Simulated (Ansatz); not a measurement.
**Kick test of a cell of Si₂Ni**

It was reached by relaxing an invented guess, and it needn't be the stable form of this composition.

The calculation used DFT PBE, scalar-relativistic, plane waves, PAW (Ansatz 0.2.0). Cutoff 420 eV; k points 6×6×6 on the computed 6-atom cell (Γ-centred); Gaussian smearing, width 0.02 eV; no spin polarisation.

The cell below (6 atoms, space group Fd-3m (No. 227)) is relaxed within its symmetry.

```
Si Ni
1.0
     0.00000    4.82956    4.82956
     4.82956    0.00000    4.82956
     4.82956    4.82956    0.00000
Si Ni
4 2
Direct
  0.12500 0.12500 0.12500
  0.12500 0.12500 0.62500
  0.12500 0.62500 0.12500
  0.62500 0.12500 0.12500
  0.25000 0.25000 0.25000
  0.00000 0.00000 0.00000
```

For the test a repeat of it with 12 atoms (edges 6.83, 6.83, 11.83 Å) was strained at random (σ = 1.5 % a component), the atoms were moved at random (σ = 0.15 Å), and all was relaxed again on a coarse 3×3×3 mesh (in the run’s order of axes) with 0.10 eV smearing, with no symmetry imposed.

Trial moments died out on the coarse mesh, so the last step has no spin; another magnetic start might hold.

Question: Does it come back?

Answer: It returns, within 1 meV/atom of the unmoved cell on that mesh and with the same symmetry when read at 0.1 Å (P-1 at 0.01 Å, so small strains and shifts remain). No instability shows in this cell; modes of other wave vectors, which need another repeat, aren't tested. Another cell of Si2Ni relaxed alike, in Fm-3m (a cell as deposited in COD), lies 0.99 eV/atom lower, so this cell isn't the stable form at this level.
